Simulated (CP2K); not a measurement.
TiO:

```
CELL_PARAMETERS angstrom
3.00939 0.00000 0.00000
0.00000 3.00939 0.00000
0.00000 0.00000 3.68042
ATOMIC_POSITIONS crystal
Ti 0.00000 0.00000 0.00000
O 0.00000 0.00000 0.50000
```

The cell was built by a generator and needn't be a form met in nature.

Program: CP2K 2026.2. Alike in all runs: no spin polarisation; cell as given; k mesh 9 × 9 × 7.

Q: Order these runs on this cell by their pressure, lowest first.
A. level vdW-DF2; potentials or basis POTENTIAL_UZH Ti GTH-PBE-q12, O GTH-PBE-q6; TZVP-MOLOPT-PBE-GTH basis; smearing fermi-dirac 0.05 eV; NGRIDS 5; CUTOFF of the grids 850 Ry; hirshfeld SHAPE_FUNCTION GAUSSIAN
B. level PBEsol; potentials or basis POTENTIAL_UZH Ti GTH-PBE-q12, O GTH-PBE-q6; TZVP-MOLOPT-PBE-GTH basis; smearing fermi-dirac 0.05 eV; NGRIDS 4; points a segment of the path (NPOINTS) 8; bands added on the path 2; CUTOFF of the grids 600 Ry
C. level LDA; potentials or basis GTH_POTENTIALS Ti GTH-PADE-q12, O GTH-PADE-q6; TZVP-MOLOPT-PBE-GTH basis; smearing fermi-dirac 0.1 eV; NGRIDS 5; points a segment of the path (NPOINTS) 8; bands added on the path 2; CUTOFF of the grids 600 Ry
D. level optB88-vdW; potentials or basis POTENTIAL_UZH Ti GTH-PBE-q12, O GTH-PBE-q6; TZVP-MOLOPT-PBE-GTH basis; smearing fermi-dirac 0.05 eV; NGRIDS 5; CUTOFF of the grids 850 Ry; hirshfeld SHAPE_FUNCTION GAUSSIAN

A: C (-6.6 GPa), B (-2.7 GPa), D (-0.1 GPa), A (5.6 GPa).

Caveats: the basis of atomic orbitals isn't converged, which shifts pressures, moduli and gaps; the potentials were made for another functional, which shifts forces and pressure (some runs).

Not every run made on this cell is shown here.
